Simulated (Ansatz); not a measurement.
## PbSe in the PbO-type structure

Method: PBE, scalar-relativistic; no spin polarisation; PAW, 420 eV, Γ-centred 6×6×8 mesh, 0.05 eV Gaussian smearing; code Ansatz. The datasets are Ansatz's generated set soft_2.

```yaml
crystal:
  lattice:
    - [5.34946, 0.00000, 0.00000]
    - [0.00000, 5.34946, 0.00000]
    - [0.00000, 0.00000, 4.22127]
  atoms:
    - { symbol: Pb, position: [0.50000, 0.00000, 0.31825] }
    - { symbol: Pb, position: [0.00000, 0.50000, 0.68175] }
    - { symbol: Se, position: [0.00000, 0.00000, 0.00000] }
    - { symbol: Se, position: [0.50000, 0.50000, 0.00000] }
```

This is a trial structure; measured cells of the compound in the Crystallography Open Database are in space group Fm-3m (rock salt).

The run above is the reference. The same cell was run again with other input settings; several of them aren't fit for production, so the rows show the settings' effect and aren't properties of the material.

| keys changed | outcome | ΔE (meV/atom) | P (GPa) | gap on the mesh (eV) | cell moment (μB) | largest force component (eV/Å) | SCF iterations | rough core-seconds | new warnings |
| --- | --- | --- | --- | --- | --- | --- | --- | --- | --- |
| none (reference) | converged | 0.0 | 0.0 | 0.43 | – | 0.001 | – | – | – |
| kpoints.mp_grid.shift: [0.5, 0.5, 0.5] | converged | -0.1 | 0.0 | 0.49 | – | 0.008 | 7 | 6 | – |
| scf.initial_density.chi_scale: 0.3; scf.eigensolver.kind: "davidson"; basis.precision: "f64" | converged | 0.0 | 0.0 | 0.43 | – | 0.001 | 8 | 22 | – |
| scf.occupations.width: 0.05 → null; scf.occupations.method: "gaussian" → "tetrahedron" | converged | 0.0 | 0.0 | 0.43 | – | 0.001 | 6 | 13 | band table not solved further; tetrahedron derivatives may miss energy slope |

These changes also left energy (to 0.1 meV/atom), pressure, gap, moment and forces as in the reference: scf.mixing.algorithm: "anderson"; scf.mixing.beta: 0.7 | scf.n_extra_bands: 2.

ΔE is the energy with the smearing extrapolated to zero. It is left out where the change alters the Hamiltonian or the spin treatment. The varied runs start from atomic densities (corrected by the program's trained start where that serves), with the default search for lower states unless a row changes it.

Problem. What happens with these changes: kpoints.mp_grid.grid: [6, 6, 8] → [8, 8, 10]?

Solution. outcome converged, ΔE (meV/atom) -0.1, P (GPa) 0.0, gap on the mesh (eV) 0.39, largest force component (eV/Å) 0.005, SCF iterations 7, rough core-seconds 21.

Problem. What happens with these changes: scf.algorithm: "density_mixing"; basis.xc_grid: 2; kpoints.mp_grid.shift: [0.5, 0.5, 0.5]?

Solution. outcome converged, ΔE (meV/atom) -0.1, P (GPa) 0.0, gap on the mesh (eV) 0.49, largest force component (eV/Å) 0.008, SCF iterations 7, rough core-seconds 6.

2 further runs (cut off, refused for memory, with changed atoms or starts, or in doubt) are left out.

Of the reference: For elements this heavy, spin–orbit coupling would shift levels and gaps; it isn't included here.
